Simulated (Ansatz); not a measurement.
Si2Mo:

```
CELL_PARAMETERS angstrom
-1.60000 1.60000 3.93050
1.60000 -1.60000 3.93050
1.60000 1.60000 -3.93050
ATOMIC_POSITIONS crystal
Mo 0.00000 0.00000 0.00000
Si 0.66700 0.66700 0.00000
Si 0.33300 0.33300 0.00000
```

| Quantity | Value |
| --- | --- |
| Program | Ansatz 0.2.0 |
| Task | single point |
| Functional | PBEsol |
| Potentials or basis | Ansatz PAW |
| Cutoff | 420 eV (not typed: the program's choice for these potentials) |
| k mesh | 12 × 12 × 12 |
| Occupations | fermi-dirac, width 0.05 eV |
| Spin | no spin polarisation |

On this cell: pressure -2.7 GPa; largest force 0.327 eV/Å; band gap on the k mesh none (metal or under the smearing width).

The same run follows on a disturbed copy (atoms moved at random, drawn with an rms of 0.05 Å):

```
CELL_PARAMETERS angstrom
-1.60000 1.60000 3.93050
1.60000 -1.60000 3.93050
1.60000 1.60000 -3.93050
ATOMIC_POSITIONS crystal
Mo 0.01766 0.00186 0.00664
Si 0.67784 0.69432 0.02500
Si 0.33200 0.34581 0.01150
```

Task: What changes?

Result: The energy (extrapolated to zero smearing) moves by +19.8 meV/atom; pressure -2.5 GPa; largest force 0.955 eV/Å; band gap on the k mesh none (metal or under the smearing width).

Forces in eV/Å, atoms in the order of the input:
```
Mo   0.603 -0.268 -0.339
Si  -0.479  0.043 -0.580
Si  -0.125  0.225  0.919
```

Stress tensor (GPa, compression positive):
```
-2.11 -0.30 -0.23
-0.30 -1.92  0.07
-0.23  0.07 -3.39
```

Caveats: the PAW data sets come from PBE, with cores solved anew for the run's functional, which leaves a small shift of forces and pressure.
